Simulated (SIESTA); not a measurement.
Al:

```
Al
1.0
     2.81246    0.00000    0.00000
    -1.40623    2.43566    0.00000
     0.00000    0.00000    4.86685
Al
2
Direct
  0.33333 0.66667 0.25000
  0.66667 0.33333 0.75000
```

This isn't the form of Al at room conditions, which is fcc.

```yaml
Program: SIESTA 5.4.2
Task: single point
Functional: PBEsol
Potentials_or_basis: PseudoDojo 0.4 standard (PBEsol files)
Basis: DZP (energy shift 0.003 Ry)
Grid_cutoff: 500 Ry
Energy_shift: 0.003 Ry
k_mesh: 11 × 11 × 6
Occupations: fermi-dirac, width 0.05 eV
Spin: no spin polarisation
```

On this cell: pressure -1.4 GPa; largest force under 0.003 eV/Å; band gap on the k mesh none (metal or under the smearing width).

The same run follows on a disturbed copy (atoms moved at random, drawn with an rms of 0.05 Å):

```
Al
1.0
     2.81246    0.00000    0.00000
    -1.40623    2.43566    0.00000
     0.00000    0.00000    4.86685
Al
2
Direct
  0.31442 0.64697 0.24540
  0.66979 0.33912 0.75318
```

Q: What changes?

A: The energy (extrapolated to zero smearing) moves by +2.3 meV/atom; pressure -1.3 GPa; largest force 0.143 eV/Å; band gap on the k mesh none (metal or under the smearing width).

Forces in eV/Å, atoms in the order of the input:
```
Al   0.025  0.050  0.131
Al  -0.025 -0.050 -0.131
```

Stress tensor (GPa, compression positive):
```
 0.54  0.03  0.04
 0.03  0.39  0.07
 0.04  0.07 -4.90
```

Caveats: the basis of atomic orbitals isn't converged, which shifts pressures, moduli and gaps.
